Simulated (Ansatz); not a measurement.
Rock-salt LiI

Level of theory: PBE0 (Ansatz, a first-principles code, PAW).

Run with plane-wave cutoff 500 eV, 6×6×6 k mesh, gaussian smearing 0.02 eV, scalar-relativistic PAW data made under PBE.

Cell: relaxed with r²SCAN: a = 6.020 Å, b = 6.020 Å, c = 6.020 Å, α = 90.00°, β = 90.00°, γ = 90.00°.

For rock-salt LiI, the band gap comes out as 5.95 eV (on the SCF k mesh).

Measured, for comparison: band gap 6.4 eV (temperature not stated, not corrected to a static lattice, our sources range from 6.10 to 6.40; as tabulated in Aguado et al. (1998), arXiv:cond-mat/9809176).

Note: cell and atoms aren't relaxed at this level (pressure -0.4 GPa).

Spin–orbit coupling is not included; with these elements it can move the gap by several tenths of an eV or more.

Static lattice: no zero-point or thermal effects.

Computing time: around 100 core-seconds (rough).
